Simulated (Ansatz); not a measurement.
The system is PbSe2.

```
Pb Se
1.0
    -3.23863    3.23863    3.90220
     3.23863   -3.23863    3.90220
     3.23863    3.23863   -3.90220
Pb Se
2 4
Direct
  0.75000 0.75000 0.00000
  0.25000 0.25000 0.00000
  0.12982 0.37018 0.50000
  0.87018 0.62982 0.50000
  0.37018 0.87018 0.24037
  0.62982 0.12982 0.75963
```

The cell comes from a database or a generator and needn't be the stable form of this composition.

```yaml
Program: Ansatz 0.2.0
Task: relaxation of cell and atoms
Functional: LDA
Potentials_or_basis: Ansatz PAW
Cutoff: "420 eV (not typed: the program's choice for these potentials)"
k_mesh: 6 × 6 × 6
Occupations: fermi-dirac, width 0.05 eV
Spin: no spin polarisation
```

At the start: volume 27.29 Å³/atom.

**Question.** How do energy, volume and symmetry change on relaxing?

**Answer.** It ends after 5 steps and the volume is 25.43 Å³/atom (-6.8 %); space group I4/mcm (No. 140, to 0.05 Å).

The path:
| step | energy change (eV) | largest force (eV/Å) | volume (Å³) |
| --- | --- | --- | --- |
| 1 | 0.0000 | 0.1312 | 163.72 |
| 2 | -0.0542 | 0.0279 | 144.87 |
| 3 | -0.1370 | 0.0153 | 153.60 |
| 4 | -0.1387 | 0.0020 | 152.58 |
| 5 | -0.1370 | 0.0023 | 152.58 |

Final structure:
```xyz
6
Lattice="-3.1625 3.1625 3.8138 3.1625 -3.1625 3.8138 3.1625 3.1625 -3.8138" Properties=species:S:1:pos:R:3 pbc="T T T"
Pb    0.0000    0.0000    5.7207
Pb    0.0000    0.0000    1.9069
Se    2.3221    0.8405    0.0000
Se    0.8405    2.3221    3.8138
Se    2.3221   -0.8405    3.8138
Se    0.8405    4.0030    0.0000
```

Caveat: the plane-wave basis is chosen anew once the cell has moved, so the energies of steps on either side of that aren't comparable; the PAW data sets come from PBE, with cores solved anew for the run's functional, which leaves a small shift of forces and pressure.
